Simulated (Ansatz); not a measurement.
SiC (F-43m), ideal shear of a crystal plane

These are results of Ansatz 0.2.0, DFT r2SCAN, scalar-relativistic, plane waves, PAW, not measurements. The runs took a 500 eV cutoff, a Γ-centred 6×9×3 mesh and Gaussian smearing (0.05 eV). No spin polarisation. Energies are free energies at this smearing, counted from the undisturbed cell; pressure is positive in compression.

Zero of the scan (relaxed at this level):

```
Si C
1.0
     4.35629    0.00000    0.00000
     0.00000    2.17814   -2.17814
     0.00000    6.53443    6.53443
Si C
6 6
Direct
  0.00000 0.00000 0.24998
  0.50000 0.50000 0.41665
  0.00000 0.00000 0.58332
  0.50000 0.50000 0.74998
  0.00000 0.00000 0.91665
  0.50000 0.50000 0.08332
  0.75000 0.00000 0.41665
  0.25000 0.50000 0.58332
  0.75000 0.00000 0.74998
  0.25000 0.50000 0.91665
  0.75000 0.00000 0.08332
  0.25000 0.50000 0.24998
```

The cut lies on the cell's a–b face, a (0 -1 1) plane (indices in the standard cell, whose axes needn't be the Cartesian ones shown) of area 13.42 Å², between layers 1.54 Å apart. Vector c is tilted by f times 1·a − 1·b (length 5.335 Å) with the atoms' Cartesian places fixed: one unrelaxed fault a cell. The traction is dγ/du, the slope of γ against the slip u in Å. Some rows repeat others by symmetry and weren't run.

| f | γ (mJ/m²) | traction (GPa) |
| --- | --- | --- |
| 0.0000 | 0 | 0.0 |
| 0.1000 | 2083 | 72.7 |
| 0.2000 | 6751 | 81.2 |
| 0.3000 | 9249 | 23.0 |
| 0.4000 | 12753 | 98.7 |
| 0.5000 | 16497 | 0.0 |
| 0.6000 | 12753 | -98.7 |
| 0.7000 | 9249 | -23.0 |
| 0.8000 | 6751 | -81.2 |
| 0.9000 | 2083 | -72.7 |

Q: Read off the first barrier and the stress needed to climb it, and compare with Frenkel's sinusoid.

A: The first sampled maximum lies at f = 0.500, a slip of 2.67 Å, with γ ≈ 16497 mJ/m², which stands in for the unstable fault energy γ_us, and the steepest sampled slope before it is 98.7 GPa. A sinusoid γ = γ_us sin²(πu/λ) with its maximum there has λ = 5.34 Å and a largest slope πγ_us/λ = 97.1 GPa (1 mJ/m² per Å = 0.01 GPa).

Q: Is there a metastable fault on this line?

A: Apart from points where γ returns to about zero, no local minimum shows among the samples, so at this sampling the line offers no fault for a dislocation to split on; a fault can still lie off the line.

The cut is rigid; relaxing the faces lowers these energies and usually the stresses.

The gap closes along the scan, which can put kinks into the curve.

Cost: 6 runs of about 5.4 core-minutes in all, on Oxide Virtual Turin-like Processor (Zen 5) (shared hosts).